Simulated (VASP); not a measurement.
Here is a VASP 6.6.1 calculation.

The input INCAR:

```
SYSTEM = Ga
PREC = Accurate
ENCUT = 600
EDIFF = 1E-6
ISMEAR = 1
SIGMA = 0.1
LREAL = .FALSE.
LASPH = .TRUE.
NELM = 60
ALGO = Normal
ISIF = 3
LWAVE = .FALSE.
LCHARG = .FALSE.
GGA = PS
IBRION = 2
NSW = 40
EDIFFG = -0.01
```

The input KPOINTS:

```
Automatic mesh
0
G
  8 8 8
  0 0 0
```

POSCAR

```
Ga
1.0
    2.2615000000     -3.8305000000      0.0000000000
    2.2615000000      3.8305000000      0.0000000000
    0.0000000000      0.0000000000      4.5240000000
Ga
4
Direct
    0.8451000000      0.1549000000      0.0810000000
    0.6549000000      0.3451000000      0.5810000000
    0.1549000000      0.8451000000      0.9190000000
    0.3451000000      0.6549000000      0.4190000000
```

Potentials or basis: VASP PAW PBE potentials, release 64 (Ga_d).

Launch:

```sh
$ cat potpaw_PBE.64/Ga_d/POTCAR > POTCAR
$ mpirun -np 1 vasp_std > vasp.out
```

Question: Predict the relaxed volume.

Answer: 19.08 Å³/atom.

Question: Estimate the band gap on the k mesh.

Answer: None (metal or under the smearing width).

Question: Predict the relaxed cell.

Answer: a = 4.405 Å, b = 4.405 Å, c = 4.492 Å, α = 90.00°, β = 90.00°, γ = 118.90°.

The path:
```csv
step,energy change (eV),largest force (eV/Å),pressure (GPa),volume (Å³)
1,0.0000,0.1184,-1.55,78.38
2,-0.0121,0.0280,-0.08,76.24
3,-0.0121,0.0247,0.11,76.11
4,-0.0121,0.0276,0.07,76.18
5,-0.0123,0.0233,0.10,76.18
6,-0.0126,0.0229,0.07,76.19
7,-0.0128,0.0126,-0.25,76.34
8,-0.0128,0.0150,-0.03,76.32
9,-0.0128,0.0130,-0.06,76.33
10,-0.0128,0.0120,-0.16,76.34
11,-0.0128,0.0091,-0.02,76.32
```

Caveat: the PAW data sets were made with another functional, which shifts forces and pressure a little.
